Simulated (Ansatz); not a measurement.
**Debugging a calculation of AlNi$_{3}$**

Intended: AlNi$_{3}$, r2SCAN, plane waves and PAW in Ansatz. The input:

```yaml
crystal:
  lattice:
    - [0.0, 1.4826950858, 1.4826950858]
    - [1.4826950858, 0.0, 1.4826950858]
    - [1.4826950858, 1.4826950858, 0.0]
  atoms:
    - { symbol: Al, position: [0.5, 0.5, 0.5] }
    - { symbol: Ni, position: [0.25, 0.25, 0.25] }
    - { symbol: Ni, position: [0.0, 0.0, 0.0] }
    - { symbol: Ni, position: [0.75, 0.75, 0.75] }
basis:
  ecutwfc: 500
kpoints:
  mp_grid: { grid: [14, 14, 14] }
hamiltonian:
  xc: r2scan
scf:
  occupations: { method: gaussian, width: 0.1 }
  max_iter: 94
output:
  forces: true
  stress: true
  eigenvalues: true
```

Command:

```bash
ansatz run input.yaml --threads 1 --pin off --max-ram 2560MiB --backend cpu --events-out ev --progress --plain --runs-dir out
```

Output, shortened (HF is the Harris–Foulkes energy, dr2 the density residual in eV):

```text
Pseudopotential: Al, paw, valence charge 3, recommended cutoff 500 eV (meta_gga)
Pseudopotential: Ni, paw, valence charge 18, recommended cutoff 500 eV (meta_gga)
Crystal: 4 atoms, lattice volume = 6.519 Å³
Basis set: ecut = 500 eV, 169 PW (Γ), exchange–correlation on 64×64×64 points (64 copies of the dense FFT grid, shifted against one another)
Bands: 35, of which v1, the nominal top of the filled ones, is band 29 counted from 1 (28 counted from 0)
Symmetry: 48 space group operations
Space group: Fm-3m (ITA 225), of the structure as read, at distance tolerance 1.9e-5 Å
k-points: 104 of 2744
PAW frozen core: Al, regenerated for the run's functional (the file was generated under x = pbe(κ = 0.804, μ = 0.2195), c = pbe(β = 0.0667))
PAW frozen core: Ni, regenerated for the run's functional (the file was generated under x = pbe(κ = 0.804, μ = 0.2195), c = pbe(β = 0.0667))
Initial density: superposition of atomic densities, corrected by the library's trained network
SCF iter   1: HF=-17921.864687 eV  Δρ=3.63e0  dr2=4.89e2  dr2_τ=5.38e1
SCF iter   2: HF=-17844.475418 eV  Δρ=2.79e0  dr2=2.29e2  dr2_τ=2.01e1
SCF iter   3: HF=-17677.682345 eV  Δρ=8.59e-1  dr2=2.36e1  dr2_τ=2.87e1
SCF iter   4: HF=-17670.432714 eV  Δρ=2.54e-1  dr2=1.58e0  dr2_τ=7.42e-2
   ...
automatic band count: iteration 5 solves 34 bands in place of 35: the levels show a gap, and the empty bands left out lie too high to hold charge; the band table lists the bands solved (type scf.n_extra_bands for more)
automatic band count: iteration 6 solves 35 bands in place of 34: the levels no longer show a gap clear of their residuals, so the SCF keeps every band
SCF iter   9: HF=-17670.481991 eV  Δρ=4.14e-4  dr2=2.17e-6  dr2_τ=2.43e-6
SCF iter  10: HF=-17670.481997 eV  Δρ=1.16e-4  dr2=4.54e-7  dr2_τ=2.75e-7
SCF iter  11: F=-17670.481997 eV  HF=-17670.481997 eV  Δρ=7.32e-6  dr2=1.26e-9  dr2_τ=6.32e-10
Error: refused after 11 iterations: one_centre_occupation = 4.83e0 (threshold 2.00e0); read on the Al atom at site 0 (counted from 0), in its partial waves of l = 2. The loop had accepted its state. The figure is how many electrons the atom's PAW partial-wave expansion lays in one spin orbital inside its sphere …
```

Problem. Name the fault and the cure.

Solution. The fault is lattice vectors converted from bohr twice. Every length is 0.529 of its true value, so the cell is crushed to 15 % of its volume. The cure is the vectors in angstrom.

The change to the input (which also takes the iteration limit of the reference run):

```diff
 crystal:
   lattice:
-    - [0.0, 1.4826950858, 1.4826950858]
-    - [1.4826950858, 0.0, 1.4826950858]
-    - [1.4826950858, 1.4826950858, 0.0]
+    - [0.0, 2.8018887551, 2.8018887551]
+    - [2.8018887551, 0.0, 2.8018887551]
+    - [2.8018887551, 2.8018887551, 0.0]
   atoms:
-    - { symbol: Ni, position: [0.0, 0.0, 0.0] }
+    - { symbol: Ni, position: [0.0, 0.0, 0.0], spin: 0.13 }
 scf:
-  max_iter: 94
+magnetization:
+  spin_polarized: true
```

Result of the mended run: a pressure of -0.01 GPa, no gap.

Time of the mended run: 8.2 min on 1 thread of Intel(R) Xeon(R) Processor @ 2.50GHz (Skylake/Cascade Lake) (shared host), peak memory 0.74 GiB.